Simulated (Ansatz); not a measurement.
BN, space group P4_2/mnm, an optical spectrum

Program: Ansatz 0.2.0 through its Python package.

`bn.xyz`
```text
8
Lattice="4.424223 0.0 0.0 0.0 4.424223 0.0 0.0 0.0 2.550356" Properties=species:S:1:pos:R:3 pbc="T T T"
B     0.77106686    3.65315614    1.27517800
B     1.44104464    1.44104464    0.00000000
B     2.98317836    2.98317836    0.00000000
B     3.65315614    0.77106686    1.27517800
N     3.59512803    3.59512803    1.27517800
N     1.38301653    3.04120647    0.00000000
N     3.04120647    1.38301653    0.00000000
N     0.82909497    0.82909497    1.27517800
```

`run_optics.py`
```python
import ansatz as az
import matplotlib.pyplot as plt
import numpy as np

KSPACING = 0.36
SMEARING = "fixed"
CUTOFF_EV = 450

crystal = az.Crystal.from_extxyz("bn.xyz")

calc = crystal.calculation()
calc = calc.kpoints(spacing=KSPACING)
calc = calc.occupations(SMEARING)
calc = calc.functional(az.Functional.PBESOL)
calc = calc.basis(CUTOFF_EV)
calc = calc.optics(energy_step=0.05, nscf_kmesh=(5, 5, 9), broadening_width=0.05, scissors=0.5)
done = calc.run()
spectra = done.optics()
energy, filling = np.asarray(spectra.photon_energy_ev), spectra.band_filling
gapped = filling.kind == "insulating"
eps1 = np.asarray(filling.eps1 if gapped else filling.eps1_interband)[:3].mean(axis=0)
eps2 = np.asarray(filling.eps2 if gapped else filling.eps2_interband)[:3].mean(axis=0)
print("filling:", filling.kind, "- valid up to", round(spectra.valid_up_to_ev, 2), "eV,", spectra.n_bands, "bands")
top = min(8, spectra.valid_up_to_ev)
shown = energy <= top
plt.figure(figsize=(4.8, 3.2))
plt.plot(energy[shown], eps1[shown], label="eps1")
plt.plot(energy[shown], eps2[shown], label="eps2")
plt.xlabel("photon energy (eV)")
plt.legend()
plt.tight_layout()
plt.savefig("optics.png", dpi=100)
peak = int(np.argmax(np.where(shown & (energy > 0.3), eps2, 0)))
print(f"strongest absorption at {energy[peak]:.2f} eV, eps2 = {eps2[peak]:.2f}")
if gapped:
    print("eps_inf, bands beyond those summed included:", np.round(filling.eps_inf[:3], 3))
print("f-sum electrons:", np.round(filling.get("f_sum_n_eff"), 3))
```

`python run_optics.py` gives:
```text
filling: insulating - valid up to 10.51 eV, 24 bands
strongest absorption at 8.00 eV, eps2 = 0.18
eps_inf, bands beyond those summed included: [4.645 4.645 4.394]
f-sum electrons: [14.941 14.941 14.103]
```

Caveats:
- The empty bands are shifted up by the scissors value typed.
- Averages over directions belong to no single polarisation, least of all in layered crystals.
- This cell is a computed structure, which may not be the phase found in nature.
- Independent-particle spectra on Kohn-Sham bands hold no excitons, and semilocal gaps are too small.
- The whole script took 29 s on 1 thread of Arm Neoverse V2 (shared host), peak memory 0.71 GiB.

(Lines on the test bed's own set-up are left out of the output.)
